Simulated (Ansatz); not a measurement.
Co: from the end of a run back to its start

System: Co, the coordinates of a database entry, unrelaxed (space group I4/mmm, primitive cell doubled); the cell holds 2 atoms. The cell is far larger than its atoms need, so the entry probably lacks atoms. Source: COD entry 4105680; it may be a high-temperature, high-pressure or metastable form.

```
Co
1.0
    -1.99181    1.99181    8.82330
     3.98363   -3.98363   17.64660
     1.99181    1.99181   -8.82330
Co
2
Direct
  0.00000 0.00000 0.00000
  0.00000 0.50000 0.00000
```

Numbers behind element symbols give the atom's place in this list.

All numbers below come from DFT, PBE, PAW, plane waves, scalar-relativistic in Ansatz development build ahead of 0.2.0.

```
Plane-wave cutoff : 420 eV
k-point mesh      : 7×4×10 (Γ-centred)
Occupations       : Gaussian smearing, 0.05 eV
```

The total moment includes the space between the atomic spheres.

The mesh has less symmetry than the lattice, which lowers the symmetry of the run.

A plain SCF has the search for lower states switched off and ends at the first converged state. By default the program goes on after convergence only on a hint of a lower state. With a search on, the program may also reshape the start on open shells. Ends within 0.2 meV/atom and 0.1 μB count as one state.

One run gave this history:

```csv
iteration,Harris–Foulkes energy + 10247 (eV),largest residual (eV),M (μB),absolute moment (μB)
1,0.1245,4.23e+01,2.00,2.01
2,3.3561,1.81e+01,5.69,5.70
3,6.3988,4.58e-01,5.26,5.27
4,5.3642,7.14e-01,4.99,5.00
5,4.6608,2.97e-01,5.19,5.20
6,4.1582,5.84e-02,5.13,5.13
7,3.9031,5.50e-02,5.20,5.20
8,3.8378,6.79e-03,5.17,5.18
10,3.7479,1.98e-03,5.16,5.17
11,3.7329,2.02e-04,5.15,5.16
13,3.7213,1.38e-04,5.15,5.16
14,3.7193,4.18e-04,5.14,5.15
16,3.7175,5.83e-05,5.14,5.15
17,3.7171,1.55e-06,5.14,5.15
19,3.7171,1.21e-07,5.14,5.15
20,3.7171,2.61e-08,5.14,5.15
```

It ended ferromagnetic, site moments Co1 2.51, Co2 2.51 μB, total 5.14 μB per cell, no gap on the k-mesh.

Q: These set-ups ended in different states. Which one gave the run above?
A. parallel moments scaled by 0.2, plain SCF [Co1 0.60, Co2 0.60 μB]
B. opposed moments +-, plain SCF [Co1 3.00, Co2 -3.00 μB]
C. parallel moments, default search for lower states [Co1 3.00, Co2 3.00 μB]
D. usual moments times 0.4, signs +-, plain SCF [Co1 1.20, Co2 -1.20 μB]

A: A. The others ended as follows, with energies against this run: “opposed moments +-, plain SCF” antiferromagnetic, +0.4 meV/atom; “parallel moments, default search for lower states” ferromagnetic, -25.7 meV/atom; “usual moments times 0.4, signs +-, plain SCF” antiferromagnetic, +55.2 meV/atom.
